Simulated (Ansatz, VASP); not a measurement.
## As in VASP and in Ansatz

```
As
1.0
     0.00000    2.82250    2.82250
     2.82250    0.00000    2.82250
     2.82250    2.82250    0.00000
As
2
Direct
  0.87500 0.87500 0.87500
  0.12500 0.12500 0.12500
```

Change from the starting cell: volume scaled by 0.85, LAPW.

Alike in both runs: task single point; functional LDA; k mesh 13 × 13 × 13; occupations fermi-dirac, width 0.05 eV; no spin polarisation.

|  | VASP | Ansatz |
| --- | --- | --- |
| version | VASP 6.6.1 | Ansatz 0.2.0 |
| potentials or method | VASP PAW LDA potentials, release 64 (As), cutoff 520 eV | all-electron LAPW, scalar-relativistic |

|  | VASP | Ansatz | Ansatz less VASP |
| --- | --- | --- | --- |
| pressure (GPa) | 12.8 | 12.3 | -0.52 |

Ansatz ran all-electron here, so the differences hold the error of VASP's frozen core and of both bases.
